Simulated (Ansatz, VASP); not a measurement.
**B in VASP and in Ansatz**

```xyz
8
Lattice="4.9852 0.0000 0.0000 0.0000 4.9852 0.0000 0.0000 0.0000 2.9229" Properties=species:S:1:pos:R:3 pbc="T T T"
B     2.4926    0.4035    0.0000
B     2.4926    4.5817    1.4614
B     4.5817    2.4926    2.1921
B     0.4035    2.4926    0.7307
B     2.4926    3.6590    0.0000
B     2.4926    1.3262    1.4614
B     1.3262    2.4926    2.1921
B     3.6590    2.4926    0.7307
```

Alike in both runs: functional PBE; k mesh 8 × 8 × 14; occupations gaussian, width 0.1 eV; no spin polarisation.

Ansatz relaxed the structure, and its values are those at the end. VASP's run is a single point on that final structure, the one shown.

|  | VASP | Ansatz |
| --- | --- | --- |
| version | VASP 6.6.1 | Ansatz 0.2.0 |
| potentials or method | VASP PAW PBE potentials, release 64 (B) | scalar-relativistic, plane waves, PAW |
| plane-wave cutoff (eV) | 520 | 420 |
| valence electrons in the cell | 24 | 24 |

|  | VASP | Ansatz | Ansatz less VASP |
| --- | --- | --- | --- |
| gap on the k mesh at the Fermi level (eV) | none | none | - |
| pressure (GPa) | 0.0 | 0.0 | +0.01 |
| rms of the force components (eV/Å) | 0.004 | 0.000 | -0.0039 |

A gap of «none» marks a metal or a gap that the smearing closes. With one functional, cell and mesh, what is left measures potentials, basis and numerics.
